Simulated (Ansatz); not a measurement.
A run of Ansatz 0.2.0:

Contents of input.yaml:

```yaml
crystal:
  lattice:
    - [3.930777878, 0.0, 0.0]
    - [-1.965388939, 3.404153499, 0.0]
    - [0.0, 0.0, 6.11195352]
  atoms:
    - { symbol: La, position: [0.3333333333, 0.6666666667, 0.24623568] }
    - { symbol: La, position: [0.6666666667, 0.3333333333, 0.75376432] }
    - { symbol: O, position: [0.0, 0.0, 0.0] }
    - { symbol: O, position: [0.3333333333, 0.6666666667, 0.64589065] }
    - { symbol: O, position: [0.6666666667, 0.3333333333, 0.35410935] }
hamiltonian:
  xc: r2scan
  pseudopotentials: { kind: paw }
kpoints:
  mp_grid: { grid: [8, 8, 5] }
scf:
  occupations: { method: fermi_dirac, width: 0.05 }
output:
  forces: true
  stress: true
  eigenvalues: true
relax:
  f_tol: 0.01
  max_steps: 40
  cell: { stress_tol: 0.05 }
```

Potentials or basis: Ansatz PAW.

Run with:

```sh
$ ansatz run input.yaml --threads 2 --pin off --max-ram 5632MiB --backend cpu --events-out ev --progress --plain --runs-dir out
```

Hardware: 2 threads of Arm Neoverse V1 (shared host).

Question: How long does it take, and how much memory?

Answer: Wall time 48 s on 2 threads of Arm Neoverse V1, on a shared host, peak memory 0.59 GiB. Counts: scf iterations 44, plane waves 2069, k points 40, bands 25, ion steps 6.
